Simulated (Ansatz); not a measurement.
Geometry optimisation, DFT PBE-D3(BJ), scalar-relativistic, plane waves, PAW (Ansatz).

Input file:

```yaml
crystal:
  lattice:
    - [-2.49885, 4.328135, 5.4564]
    - [4.9977, 0.0, 5.4564]
    - [4.9977, 8.65627, 0.0]
  atoms:
    - { symbol: Si, position: [0.75, 0.25, 0.125] }
    - { symbol: Si, position: [0.1666667, 0.1666667, 0.1666667] }
    - { symbol: Si, position: [0.5833333, 0.0833333, 0.9583333] }
    - { symbol: O, position: [0.9793583, 0.1873083, 0.1142958] }
    - { symbol: O, position: [0.353975, 0.146025, 0.0309625] }
    - { symbol: O, position: [0.1246167, 0.7087167, 0.0416667] }
    - { symbol: O, position: [0.1873083, 0.9793583, 0.3023708] }
    - { symbol: O, position: [0.146025, 0.353975, 0.2190375] }
    - { symbol: O, position: [0.7087167, 0.1246167, 0.0416667] }
    - { symbol: Si, position: [0.75, 0.25, 0.625] }
    - { symbol: Si, position: [0.1666667, 0.1666667, 0.6666667] }
    - { symbol: Si, position: [0.5833333, 0.0833333, 0.4583333] }
    - { symbol: O, position: [0.9793583, 0.1873083, 0.6142958] }
    - { symbol: O, position: [0.353975, 0.146025, 0.5309625] }
    - { symbol: O, position: [0.1246167, 0.7087167, 0.5416667] }
    - { symbol: O, position: [0.1873083, 0.9793583, 0.8023708] }
    - { symbol: O, position: [0.146025, 0.353975, 0.7190375] }
    - { symbol: O, position: [0.7087167, 0.1246167, 0.5416667] }
    - { symbol: Si, position: [0.25, 0.75, 0.375] }
    - { symbol: Si, position: [0.6666667, 0.6666667, 0.4166667] }
    - { symbol: Si, position: [0.0833333, 0.5833333, 0.2083333] }
    - { symbol: O, position: [0.4793583, 0.6873083, 0.3642958] }
    - { symbol: O, position: [0.853975, 0.646025, 0.2809625] }
    - { symbol: O, position: [0.6246167, 0.2087167, 0.2916667] }
    - { symbol: O, position: [0.6873083, 0.4793583, 0.5523708] }
    - { symbol: O, position: [0.646025, 0.853975, 0.4690375] }
    - { symbol: O, position: [0.2087167, 0.6246167, 0.2916667] }
    - { symbol: Si, position: [0.25, 0.75, 0.875] }
    - { symbol: Si, position: [0.6666667, 0.6666667, 0.9166667] }
    - { symbol: Si, position: [0.0833333, 0.5833333, 0.7083333] }
    - { symbol: O, position: [0.4793583, 0.6873083, 0.8642958] }
    - { symbol: O, position: [0.853975, 0.646025, 0.7809625] }
    - { symbol: O, position: [0.6246167, 0.2087167, 0.7916667] }
    - { symbol: O, position: [0.6873083, 0.4793583, 0.0523708] }
    - { symbol: O, position: [0.646025, 0.853975, 0.9690375] }
    - { symbol: O, position: [0.2087167, 0.6246167, 0.7916667] }
    - { symbol: "N", position: [0.3934687, 0.7226664, 0.5817338], spin: 1.0 }
magnetization:
  spin_polarized: true
basis:
  ecutwfc: 420.0
kpoints:
  mp_grid: { grid: [2, 2, 2] }
hamiltonian:
  xc: pbe
  dispersion: d3bj
  pseudopotentials: { kind: paw, azcp: { folder: soft_1 } }
scf:
  occupations: { method: gaussian, width: 0.02 }
  lower_state_search: "off"
relax:
  f_tol: 0.03
  max_steps: 60
  adjacent_minimum: "off"
```

Run as:

```bash
$ ansatz run input.yaml --threads 4 --pin off --max-ram 10240MiB --backend cpu --events-out ev --progress --plain --runs-dir out
```

Task: Where does it end, and by what steps?

Result: It converged. Limits of this set-up: a small cell, in which the defect meets its images, a typed lattice constant that wasn't relaxed here. After 16 steps the energy has fallen by 2.704 eV; N37 moved furthest, 0.60 Å.

```
step  energy less start (eV)  largest force component (eV/Å)  accepted
   0                  0.0000                           2.180       yes
   1                 -0.6436                           1.619       yes
   2                 -1.3048                           0.947       yes
   3                 -1.7140                           0.345       yes
   4                 -1.9187                           0.266       yes
   5                 -2.0986                           0.194       yes
   6                 -2.2714                           0.124       yes
   7                 -2.3574                           0.103       yes
   8                 -2.3746                           0.170       yes
   9                 -2.4153                           0.146       yes
  10                 -2.4257                           0.291       yes
  11                 -2.5295                           0.143       yes
  12                 -2.5888                           0.284       yes
  13                 -2.6756                           0.108       yes
  14                 -2.7007                           0.051       yes
  15                 -2.7032                           0.030       yes
  16                 -2.7040                           0.005       yes
```

```xyz
37
Lattice="-2.4989 4.3281 5.4564 4.9977 0.0000 5.4564 4.9977 8.6563 0.0000" Properties=species:S:1:pos:R:3
Si 0.076 4.362 5.487
Si 1.157 2.017 1.876
Si 3.635 10.942 3.674
O -0.898 4.940 6.652
O -0.298 1.777 2.556
O 3.751 1.060 4.757
O 6.087 3.174 6.186
O 2.225 2.459 3.026
O -0.842 3.676 4.331
Si 2.474 8.689 5.468
Si 3.681 6.396 1.926
Si 1.078 6.658 3.681
O 1.585 9.321 6.672
O 2.252 6.164 2.664
O 6.215 5.319 4.672
O 8.626 7.544 6.232
O 4.788 6.844 3.031
O 1.489 8.107 4.303
Si 5.190 4.271 5.390
Si 3.628 6.320 7.196
Si 3.729 2.196 3.595
O 4.191 4.983 6.463
O 2.178 5.982 7.848
O 0.979 5.553 4.863
O 3.360 7.484 6.087
O 4.602 6.779 8.438
O 4.283 3.588 4.224
Si 7.741 8.629 5.414
Si 6.212 10.747 7.212
Si 6.287 6.535 3.582
O 6.799 9.446 6.456
O 4.745 10.374 7.813
O 3.474 9.801 4.825
O 1.104 3.283 6.121
O 7.196 11.210 8.421
O 6.924 7.919 4.180
N 5.774 7.252 6.288
```

Whether the end is a true minimum wasn't checked by a vibrational analysis.

The run took 4.1 min on 4 threads of Arm Neoverse V2 (shared host), peak memory 1.9 GiB.
